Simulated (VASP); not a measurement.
# WC (F-43m) in VASP: reference runs

How does WC come out in PBE? The cell is run as given.

Program: VASP 6.6.1. These are calculated values, not measurements. Logs are shortened: lines on timing, memory, paths and dates and some standing lists are left out, and cuts for length are marked.

### 1 Starting point

The structure is cubic, space group F-43m (No. 216). Conventional cell: a = 4.604 Å, b = 4.604 Å, c = 4.604 Å, α = 90.00°, β = 90.00°, γ = 90.00°. W (site symmetry -43m) has 4 C at 1.99 Å as nearest neighbours. C (site symmetry -43m) has 4 W at 1.99 Å as nearest neighbours.

The cell was built by a generator and needn't be a form met in nature.

### 2 Single point, PBE

The input, INCAR:

```
ALGO = Normal ; EDIFF = 1E-7
ENCUT = 520 ; GGA = PE
ISIF = 2 ; ISMEAR = -1
LASPH = T ; LCHARG = F
LREAL = F ; LWAVE = F
NBANDS = 16 ; NELM = 80
PREC = Accurate ; SIGMA = 0.05
```

The input, KPOINTS:

```
k-points
0
Gamma
  10 10 10
```

The input, POSCAR:

```
WC
1.0
    0.0000000000      2.3021091000      2.3021091000
    2.3021091000      0.0000000000      2.3021091000
    2.3021091000      2.3021091000      0.0000000000
W C
1 1
Direct
    0.0000000000      0.0000000000      0.0000000000
    0.7500000000      0.7500000000      0.7500000000
```

Potentials or basis: VASP PAW PBE potentials, release 64 (W_sv, C).

Launch:

```
> cat potpaw_PBE.64/W_sv/POTCAR potpaw_PBE.64/C/POTCAR > POTCAR
> mpirun -np 1 vasp_std > vasp.out
```

OUTCAR:

```text
EDIFF = 1E-7
   ENCUT = 520
   GGA = PE
   ISIF = 2
   ISMEAR = -1
   LASPH = T
   LREAL = F
   NELM = 80
   PREC = Accurate

 ion  position               nearest neighbor table
   1  0.000  0.000  0.000-   2 1.99   2 1.99   2 1.99   2 1.99
   2  0.750  0.750  0.750-   1 1.99   1 1.99   1 1.99   1 1.99

  LATTYP: Found a face centered cubic cell.
 ALAT       =     4.6042182000

  Lattice vectors:

 A1 = (   0.0000000000,   2.3021091000,   2.3021091000)
 A2 = (   2.3021091000,   0.0000000000,   2.3021091000)
 A3 = (   2.3021091000,   2.3021091000,   0.0000000000)

Analysis of symmetry for initial positions (statically):
=====================================================================
 Subroutine PRICEL returns:
 Original cell was already a primitive cell.

 Routine SETGRP: Setting up the symmetry group for a
 face centered cubic supercell.

 Subroutine GETGRP returns: Found 24 space group operations
 (whereof 24 operations were pure point group operations)
 out of a pool of 48 trial point group operations.

The static configuration has the point symmetry T_d .

Analysis of symmetry for dynamics (positions and initial velocities):
=====================================================================
 Subroutine PRICEL returns:
 Original cell was already a primitive cell.

 Routine SETGRP: Setting up the symmetry group for a
 face centered cubic supercell.

 Subroutine GETGRP returns: Found 24 space group operations
 (whereof 24 operations were pure point group operations)
 out of a pool of 48 trial point group operations.

The dynamic configuration has the point symmetry T_d .

 Subroutine INISYM returns: Found 24 space group operations
 (whereof 24 operations are pure point group operations),
 and found     1 'primitive' translations

----------------------------------------------------------------------------------------

                                     Primitive cell

  volume of cell :      24.4010

  direct lattice vectors                    reciprocal lattice vectors
     0.000000000  2.302109100  2.302109100    -0.217192139  0.217192139  0.217192139
     2.302109100  0.000000000  2.302109100     0.217192139 -0.217192139  0.217192139
     2.302109100  2.302109100  0.000000000     0.217192139  0.217192139 -0.217192139

  length of vectors
     3.255673911  3.255673911  3.255673911     0.376187820  0.376187820  0.376187820

  position of ions in fractional coordinates (direct lattice)
[... 78 lines left out ...]
   NELM   =     80;   NELMIN=  2; NELMDL= -5     # of ELM steps
   EDIFF  = 0.1E-06   stopping-criterion for ELM
   LREAL  =      F    real-space projection
   EDIFFG = 0.1E-05   stopping-criterion for IOM
   NSW    =      0    number of steps for IOM
   IBRION =     -1    ionic relax: 0-MD 1-quasi-New 2-CG
   NFREE  =      0    steps in history (QN), initial steepest desc. (CG)
   ISIF   =      2    stress and relaxation
   ISYM   =      2    0-nonsym 1-usesym 2-fastsym
   POTIM  = 0.5000    time-step for ionic-motion
   TEBEG  =    0.0;   TEEND  =   0.0 temperature during run
   PSTRESS=    0.0 pullay stress
   NELECT =      18.0000    total number of electrons
   NUPDOWN=      -1.0000    fix difference up-down
   EMIN   =  10.00;   EMAX   =-10.00  energy-range for DOS
   EFERMI =   0.00;   METHOD = LEGACY
   ISMEAR =    -1;   SIGMA  =   0.05  broadening in eV -4-tet -1-fermi 0-gaus
   EFERMI_NEDOS =   21; number of points for ismear=-14 and -15
   IALGO  =     38    algorithm
   IMIX   =      4    mixing-type and parameters
     AMIX     =   0.40;   BMIX     =  1.00
     AMIX_MAG =   1.60;   BMIX_MAG =  1.00
  volume/ion in A,a.u.               =      12.20        82.33
  Fermi-wavevector in a.u.,A,eV,Ry     =   1.479210  2.795301 29.770385  2.188062
  Thomas-Fermi vector in A             =   2.593396
   LORBIT       =      0    0 simple, 1 ext, 2 COOP (PROOUT), +10 PAW based schemes
   GGA     = PE    functional components
   LHFCALC =     F    Hartree Fock is set to
   AEXX    =    0.0000 exact exchange contribution
   IVDW    =     0    specifies the selected vdW correction
   LEPSILON=     F    determine dielectric tensor
   LRPA    =     F    only Hartree local field effects (RPA)
 non-spin polarized calculation
  energy-cutoff  :      520.00
  volume of cell :       24.40
 maximum number of plane-waves:       678
   NGX = 13   NGY = 13   NGZ = 13

 number of electron      18.0000001 magnetization

 Free energy of the ion-electron system (eV)
  ---------------------------------------------------
  ext. energy  EPLUGINS =         0.00000000
  ---------------------------------------------------
  free energy    TOTEN  =       -21.01637594 eV

  energy without entropy =      -21.01007433  energy(sigma->0) =      -21.01322513

 E-fermi :   9.6814     XC(G=0): -12.6410

 val. band max:        9.6366603807   @ k =  -0.1000   0.1000   0.0000
 cond. band min:       9.7463352833   @ k =  -0.3000   0.3000   0.1000
 fundamental gap:      0.1096749026
 Fermi energy:         9.6814261567

 k-point     1 :       0.0000    0.0000    0.0000
  band No.  band energies     occupation
      1     -65.0296      2.00000
      2     -29.1803      2.00000
      3     -29.1803      2.00000
      4     -29.1803      2.00000
      5      -4.4972      2.00000
      6       3.6527      2.00000
[... 433 lines left out ...]
      3     -29.3057      2.00000
      4     -29.2940      2.00000
      5      -2.1647      2.00000
      6       2.1806      2.00000
[... 8 lines left out ...]
     15      21.9765      0.00000
     16      24.8266      0.00000

 [... further k-points ...]

------------------------ aborting loop because EDIFF is reached ----------------------------------------

  FORCE on cell =-STRESS in cart. coord.  units (eV):
  Direction    XX          YY          ZZ          XY          YZ          ZX
  --------------------------------------------------------------------------------------
  -------------------------------------------------------------------------------------
  Total        2.8853428      2.8853428      2.8853428      0.0000000     -0.0000000     -0.0000000
  in kB      189.4524841    189.4524841    189.4524841      0.0000000     -0.0000000     -0.0000000
  external PRESSURE =     189.4524841 kB  Pullay stress =       0.0000000 kB

 VOLUME and BASIS-vectors are now :
 -----------------------------------------------------------------------------
  energy-cutoff  :      520.00
  volume of cell :       24.40
      direct lattice vectors                 reciprocal lattice vectors
     0.000000000  2.302109100  2.302109100    -0.217192139  0.217192139  0.217192139
     2.302109100  0.000000000  2.302109100     0.217192139 -0.217192139  0.217192139
     2.302109100  2.302109100  0.000000000     0.217192139  0.217192139 -0.217192139

 POSITION                                       TOTAL-FORCE (eV/Angst)
 -----------------------------------------------------------------------------------
      0.00000      0.00000      0.00000        -0.000000     -0.000000     -0.000000
      3.45316      3.45316      3.45316         0.000000      0.000000      0.000000
 -----------------------------------------------------------------------------------
    total drift:                                0.000001      0.000001      0.000000

  FREE ENERGIE OF THE ION-ELECTRON SYSTEM (eV)
  ---------------------------------------------------
  free  energy   TOTEN  =       -21.0163759416 eV

  energy  without entropy=      -21.0100743266  energy(sigma->0) =      -21.01322513
```

Wall time 12 s (1 thread of AMD EPYC 9R45 (Zen 5), shared host); peak memory 0.11 GiB.

Results:

```yaml
Free_energy: -21.0164 eV
Pressure: 18.9 GPa
Band_gap_on_the_k_mesh: none (metal or under the smearing width)
```

Levels at points of the mesh, in eV from the Fermi level:
| k point | band 6 | band 7 | band 8 | band 9 | band 10 | band 11 | band 12 | band 13 |
| --- | --- | --- | --- | --- | --- | --- | --- | --- |
| (0.00, 0.00, 0.00) | -6.03 | -6.03 | -6.03 | -0.07 | -0.07 | 2.81 | 7.87 | 7.87 |
| (0.50, 0.00, 0.00) | -5.81 | -5.28 | -5.28 | 0.88 | 0.88 | 1.27 | 5.28 | 5.28 |
| (0.50, 0.50, 0.00) | -7.81 | -2.81 | -2.81 | -2.28 | 1.67 | 2.01 | 2.93 | 2.93 |

Caveat: so large a pressure means that the cell lies far from this level's equilibrium, or that cutoff or potentials fall short. Spin-orbit coupling is left out, which matters for the levels of W.
